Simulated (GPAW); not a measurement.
# Co (P-3m1) in GPAW: single point with LDA

Aim: the single point of Co with LDA.

Everything below comes from runs of GPAW 26.7.0. Logs are shortened: lines on timing, memory, paths and dates and some standing lists are left out, and cuts for length are marked. The log counts tension as positive stress, the text compression.

## (1) The crystal as given

The structure is trigonal, space group P-3m1 (No. 164). The conventional cell has a = 2.487 Å, b = 2.487 Å, c = 4.063 Å, α = 90.00°, β = 90.00°, γ = 120.00°. Co (site symmetry 3m) has 12 Co at 2.42 to 2.55 Å as nearest neighbours.

## (2) Single point, LDA, collinear spin, ferromagnetic start

File run.py:

```python
from ase.dft.bandgap import bandgap
from ase.io import read, write
from ase.units import GPa
from gpaw import GPAW, PW

atoms = read('POSCAR')
atoms.set_initial_magnetic_moments([3.0, 3.0])

calc = GPAW(mode=PW(400),
            xc='LDA',
            kpts={'size': (10, 10, 5), 'gamma': True},
            occupations={'name': 'fermi-dirac', 'width': 0.05},
            nbands=21,
            maxiter=120,
            txt='gpaw.txt')
atoms.calc = calc
energy = atoms.get_potential_energy()
forces = atoms.get_forces()
stress = atoms.get_stress()
calc.write('gs.gpw')
write('result.traj', atoms)
print(f'Energy: {energy:.6f} eV')
print('Forces (eV/A):')
print(forces.round(4))
print('Stress (GPa):', (stress / GPa).round(3))
print('Moments:', calc.get_magnetic_moments().round(3))
print('Fermi level:', round(calc.get_fermi_level(), 4), 'eV')
print(f'Gap: {bandgap(calc)[0]:.4f} eV, direct: {bandgap(calc, direct=True)[0]:.4f} eV')
```

File POSCAR:

```
Co
1.0
    2.4873648738      0.0000000000      0.0000000000
   -1.2436824369      2.1541211692      0.0000000000
    0.0000000000      0.0000000000      4.0632895034
Co
2
Direct
    0.3333333333      0.6666666667      0.7401390000
    0.6666666667      0.3333333333      0.2598610000
```

Potentials or basis: the program's PAW data sets (release 1.2.1) made for this functional, pw.

Command:

```sh
> OMP_NUM_THREADS=1 python run.py
```

gpaw.txt:

```text
__  _  _
 | _ |_)|_||  |
 |__||  | ||/\| - 26.7.0

Input parameters:
  mode=PW(ecut=400.0),
  kpts=MonkhorstPack(size=(10, 10, 5), gamma=True),
  maxiter=120,
  nbands=21,
  occupations=Occupations(name='fermi-dirac', width=0.05),
  xc=XC(name='LDA')

Diagonalizing LCAO Hamiltonian
Converting LCAO to pw mode

        Co

          Co

Atoms  # Å, Bohr magnetons
|   | symbol |         x |        y |        z |    initial magnetic moments |
|---|--------|-----------|----------|----------|-----------------------------|
| 0 |     Co | -0.000000 | 1.436081 | 3.007399 | ( 0.0000,  0.0000,  3.0000) |
| 1 |     Co |  1.243682 | 0.718040 | 1.055890 | ( 0.0000,  0.0000,  3.0000) |

Unit cell  # Å
| periodic |         x |        y |        z |  lengths |     angles |
|----------|-----------|----------|----------|----------|------------|
|      yes |  2.487365 | 0.000000 | 0.000000 | 2.487365 |  90.000000 |
|      yes | -1.243682 | 2.154121 | 0.000000 | 2.487365 |  90.000000 |
|      yes |  0.000000 | 0.000000 | 4.063290 | 4.063290 | 120.000000 |

Number of symmetries: 12
Symmetry operations  # r_c * U_cc + t_c -> r_c
|    | kind |            matrix            |
|----|------|------------------------------|
|  0 |  σ   |  1, 1, 0,  0,-1, 0,  0, 0, 1 |
|  1 |  S6  |  1, 1, 0, -1, 0, 0,  0, 0,-1 |
|  2 |  E   |  1, 0, 0,  0, 1, 0,  0, 0, 1 |
|  3 |  C2  |  1, 0, 0, -1,-1, 0,  0, 0,-1 |
|  4 |  C2  |  0, 1, 0,  1, 0, 0,  0, 0,-1 |
|  5 |  C3  |  0, 1, 0, -1,-1, 0,  0, 0, 1 |
|  6 |  S6  |  0,-1, 0,  1, 1, 0,  0, 0,-1 |
|  7 |  σ   |  0,-1, 0, -1, 0, 0,  0, 0, 1 |
|  8 |  σ   | -1, 0, 0,  1, 1, 0,  0, 0, 1 |
|  9 |  i   | -1, 0, 0,  0,-1, 0,  0, 0,-1 |
| 10 |  C3  | -1,-1, 0,  1, 0, 0,  0, 0, 1 |
| 11 |  C2  | -1,-1, 0,  0, 1, 0,  0, 0,-1 |

BZ-sampling:
  Number of BZ points: 500
  Number of IBZ points: 58

  Monkhorst-Pack size: [10, 10, 5]
  Monkhorst-Pack shift: [0.05, 0.05, 0.0]

K-points  # in reciprocal-cell coordinates
|     |                                coordinates |     weight |
|-----|--------------------------------------------|------------|
|   0 | (  0.00000000,   0.00000000,   0.00000000) | 0.00200000 |
|   1 | (  0.00000000,   0.00000000,   0.20000000) | 0.00400000 |
|   2 | (  0.00000000,   0.00000000,   0.40000000) | 0.00400000 |
|   3 | (  0.10000000,   0.00000000,  -0.40000000) | 0.01200000 |
|   4 | (  0.10000000,   0.00000000,  -0.20000000) | 0.01200000 |
|   5 | (  0.10000000,   0.00000000,   0.00000000) | 0.01200000 |
|   6 | (  0.10000000,   0.00000000,   0.20000000) | 0.01200000 |
|   7 | (  0.10000000,   0.00000000,   0.40000000) | 0.01200000 |
|   8 | (  0.20000000,  -0.10000000,   0.00000000) | 0.01200000 |
|   9 | (  0.20000000,  -0.10000000,   0.20000000) | 0.02400000 |
| ... |                                            |            |
|  57 | (  0.50000000,   0.50000000,   0.40000000) | 0.01200000 |

Plane wave coefficients: 412
Cutoff: 400.0 eV

Spin-components: 2 (collinear spins)
Bands:           21
Projectors:      12
Spin-degeneracy: 1
Datatype:        complex128

Parallelization:
  kpt:    1
  domain: 1
  band:   1

Density:
  Valence electrons: 18.0
  Components: 2
  Grid points: [12 12 20]
  Charge: 0.0  # |e|

Potential:
  Grid points: [12 12 20]

species:
  Co:
    name:    Cobalt
    Z:       27.0
    valence: 9
    core:    18
    charge:  0.0  # [|e|]
    compensation charges:
      type: gauss
      rc: 0.32  # [Å]
      lmax: 2
    cutoffs:
      filter: 1.87  # [Å]
      core: 2.55  # [Å]
    projectors
    | kind |    occ | energy [eV] | rcut [Å] |
    |------|--------|-------------|----------|
    |   4s |  2.000 |      -5.672 |    1.005 |
    |   4p |  0.000 |      -1.387 |    1.058 |
    |   3d |  7.000 |      -8.461 |    1.005 |
    |    s |        |      21.539 |    1.005 |
    |    p |        |      25.825 |    1.058 |
    |    d |        |      18.750 |    1.005 |

    Using partial waves for Co as LCAO basis

Reference energy: -75676.533408  # eV

eigensolver:
  PPCG
  Converge bands: occupied
  niter=2

density mixing:
  MSR1-Mixer
  Pratt-step length: 0.05
  Maximum mixing coefficient: 0.75
  Old densities: 10
  SVD Regularization: 0.005
  Good broyden scale: 1.0
  Trust region scale: 1.0
  Backstep threshold: 4.0
  History deletion threshold: 6.0
  Fourier metric: weight=20.0, sigma=0.015

occupation numbers:
  Fermi-Dirac:
    width: 0.0500  # eV

poisson solver:
  ecut: 3200.0  # eV

xc functional:
  name: None

convergence criteria:
- Maximum [total energy] change in last 3 cyles: 0.0005 eV / valence electron
- Maximum integral of absolute [dens]ity change: 0.0001 electrons / valence electron
- Maximum integral of absolute [eigenst]ate change: 4e-08 eV^2 / valence electron
maximum number of iterations: 120

SCF iterations
|iter     | |      energy | eigst |  dens |  magmom |
|---------|-|-------------|-------|-------|---------|
|iter:   1| |  -17.652078 | +0.36 |       |  +6.0083|
|iter:   2| |  -17.677530 | -2.07 | -0.78 |  +5.8884|
|iter:   3| |  -18.127645 | -1.83 | -0.81 |  +4.2069|
|iter:   4| |  -18.143942 | -1.98 | -1.19 |  +3.4471|
|iter:   5| |  -18.139893 | -2.77 | -1.82 |  +3.2768|
|iter:   6| |  -18.139857c| -4.15 | -2.26 |  +3.2378|
|iter:   7| |  -18.140027c| -4.75 | -2.57 |  +3.2483|
|iter:   8| |  -18.140085c| -5.66 | -2.83 |  +3.2624|
|iter:   9| |  -18.140092c| -7.03 | -3.55 |  +3.2667|
|iter:  10| |  -18.140092c| -7.85c| -4.17c|  +3.2671|

Converged in 10 steps
Energy contributions relative to reference atoms: (reference = -75676.533408)

Energy contributions:
  Kinetic:          16.865931
  Coulomb:         -14.208814
  Zero:              0.593356
  External:          0.000000
  Xc:              -21.382093
  Entropy:          -0.016944
  Spinorbit:         0.000000
  ----------------------------
  Free energy:     -18.148564
  Extrapolated:    -18.140092

dipole moment: (-0.000001, -0.000002, -0.000004)  # |e|*Ang

Total magnetic moment: (0.000000, 0.000000, 3.267095)

Local magnetic moments
|        x |        y |        z |
|----------|----------|----------|
| 0.000000 | 0.000000 | 1.669572 |  # Co   0
| 0.000000 | 0.000000 | 1.669572 |  # Co   1

Fermi level: 10.175
Eigenvalues  # (at kpt = [0.000, 0.000, 0.000])
| band index |      eig [eV] | occ [0-1] |      eig [eV] | occ [0-1] |
|------------|---------------|-----------|---------------|-----------|
|          0 |         1.092 |     1.000 |         1.279 |     1.000 |
|        ... |               |           |               |           |
|          3 |         7.639 |     1.000 |         9.193 |     1.000 |
|          4 |         7.639 |     1.000 |         9.193 |     1.000 |
|          5 |         7.946 |     1.000 |         9.528 |     1.000 |
|          6 |         7.946 |     1.000 |         9.528 |     1.000 |
|          7 |         8.380 |     1.000 |        10.040 |     0.937 |
|          8 |         8.380 |     1.000 |        10.063 |     0.903 |
[... 8 lines left out ...]
|         17 |        35.763 |     0.000 |        35.808 |     0.000 |
|         18 |        35.934 |     0.000 |        36.428 |     0.000 |
|        ... |               |           |               |           |
|         20 |        39.886 |     0.000 |        40.909 |     0.000 |

No gap
No difference between direct/indirect transitions

Forces  # eV/Ang
|        x |       y |        z |
|----------|---------|----------|
| -0.00000 | 0.00000 |  0.40622 |  # Co   0
|  0.00000 | 0.00000 | -0.40622 |  # Co   1

Stress tensor  # eV/Ang^3
|        x |        y |        z |
|----------|----------|----------|
| 0.146502 | 0.000000 | 0.000000 |
| 0.000000 | 0.146502 | 0.000000 |
| 0.000000 | 0.000000 | 0.161864 |

# Writing to gs.gpw (mode='')
```

stdout:

```text
Energy: -18.140092 eV
Forces (eV/A):
[[-0.      0.      0.4062]
 [ 0.      0.     -0.4062]]
Stress (GPa): [23.472 23.472 25.933  0.     0.     0.   ]
Moments: [1.67 1.67]
Fermi level: 10.1748 eV
Gap: 0.0000 eV, direct: 0.0000 eV
```

It took 37 s on 1 thread of Intel Xeon Platinum 8259CL at 2.50GHz (Skylake/Cascade Lake), shared host; peak memory 0.14 GiB.

The run converged, but some of its settings lie outside the range that counts as converged, so its numbers aren't taken as properties of the crystal.

Results:

```yaml
Free_energy: -18.1486 eV
Pressure: -24.3 GPa
Largest_force: 0.406 eV/Å
Band_gap_on_the_k_mesh: none (metal or under the smearing width)
Net_moment: 3.27 μB per cell
Site_moments: Co +1.67 μB
```

Caveat: the cutoff is short for stress and forces, so pressures can be off by a GPa or more.
